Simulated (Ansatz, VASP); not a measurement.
**One calculation of CdS (Greenockite), two programs**

File INCAR:

```
SYSTEM = CdS
ALGO = Normal
EDIFF = 1E-6
ENCUT = 520
GGA = RP
ISIF = 2
ISMEAR = -1
LASPH = .TRUE.
LCHARG = .FALSE.
LREAL = .FALSE.
LWAVE = .FALSE.
NBANDS = 26
NELM = 60
PREC = Accurate
SIGMA = 0.05
```

File KPOINTS:

```
k-points
0
G
  7 7 4
  0 0 0
```

File POSCAR:

```
CdS
1.0
    4.1500000000      0.0000000000      0.0000000000
   -2.0750000000      3.5940054257      0.0000000000
    0.0000000000      0.0000000000      6.7370000000
Cd S
2 2
Direct
    0.6666666667      0.3333333333      0.5000000000
    0.3333333333      0.6666666667      0.0000000000
    0.6666666667      0.3333333333      0.8750000000
    0.3333333333      0.6666666667      0.3750000000
```

Contents of KPOINTS_OPT:

```
path GMKGALHA,LM,KH
20
line-mode
reciprocal
 0.0000000000  0.0000000000  0.0000000000  G
 0.5000000000  0.0000000000  0.0000000000  M

 0.5000000000  0.0000000000  0.0000000000  M
 0.3333333333  0.3333333333  0.0000000000  K

 0.3333333333  0.3333333333  0.0000000000  K
 0.0000000000  0.0000000000  0.0000000000  G

 0.0000000000  0.0000000000  0.0000000000  G
 0.0000000000  0.0000000000  0.5000000000  A

 0.0000000000  0.0000000000  0.5000000000  A
 0.5000000000  0.0000000000  0.5000000000  L

 0.5000000000  0.0000000000  0.5000000000  L
 0.3333333333  0.3333333333  0.5000000000  H

 0.3333333333  0.3333333333  0.5000000000  H
 0.0000000000  0.0000000000  0.5000000000  A

 0.5000000000  0.0000000000  0.5000000000  L
 0.5000000000  0.0000000000  0.0000000000  M

 0.3333333333  0.3333333333  0.0000000000  K
 0.3333333333  0.3333333333  0.5000000000  H
```

input.yaml

```yaml
crystal:
  lattice:
    - [4.15, 0.0, 0.0]
    - [-2.075, 3.5940054257, 0.0]
    - [0.0, 0.0, 6.737]
  atoms:
    - { symbol: Cd, position: [0.6666666667, 0.3333333333, 0.5] }
    - { symbol: Cd, position: [0.3333333333, 0.6666666667, 0.0] }
    - { symbol: S, position: [0.6666666667, 0.3333333333, 0.875] }
    - { symbol: S, position: [0.3333333333, 0.6666666667, 0.375] }
hamiltonian:
  xc: rpbe
  pseudopotentials: { kind: paw }
kpoints:
  mp_grid: { grid: [7, 7, 4] }
  band_path:
    path:
      - [[0.0, 0.0, 0.0], [0.5, 0.0, 0.0], [0.3333333333, 0.3333333333, 0.0], [0.0, 0.0, 0.0], [0.0, 0.0, 0.5], [0.5, 0.0, 0.5], [0.3333333333, 0.3333333333, 0.5], [0.0, 0.0, 0.5]]
      - [[0.5, 0.0, 0.5], [0.5, 0.0, 0.0]]
      - [[0.3333333333, 0.3333333333, 0.0], [0.3333333333, 0.3333333333, 0.5]]
    npoints: 14
scf:
  occupations: { method: fermi_dirac, width: 0.05 }
  n_extra_bands: 10
output:
  forces: true
  stress: true
  eigenvalues: true
  fatbands: false
  write_density: true
  write_potential: true
  elf: true
  volumetric_format: npy
```

Alike in both runs: task band structure; functional RPBE; k mesh 7 × 7 × 4; occupations fermi-dirac, width 0.05 eV; no spin polarisation.

|  | VASP | Ansatz |
| --- | --- | --- |
| version | VASP 6.6.1 | Ansatz 0.2.0 |
| potentials or method | VASP PAW PBE potentials, release 64 (Cd, S) | Ansatz PAW |
| plane-wave cutoff (eV) | 520 | 420 |
| valence electrons in the cell | 36 | 52 |

```tsv
	VASP	Ansatz	Ansatz less VASP
gap on the k mesh at the Fermi level (eV)	1.38	1.38	-0.002
least direct gap on the mesh (eV)	1.38	1.38	-0.002
gap along the band path (eV)	1.38	1.38	-0.002
pressure (GPa)	4.6	4.3	-0.34
largest component of the traceless stress (GPa)	0.44	0.43	-0.013
rms of the force components (eV/Å)	0.041	0.040	-0.0008
```

Atom by atom the forces differ by 0.001 eV/Å (rms over components). The two sets of potentials don't hold the same shells in valence.

Caveats: the PAW data sets were made with another functional, which shifts forces and pressure a little (VASP); the PAW data sets come from PBE, with cores solved anew for the run's functional, which leaves a small shift of forces and pressure (Ansatz).
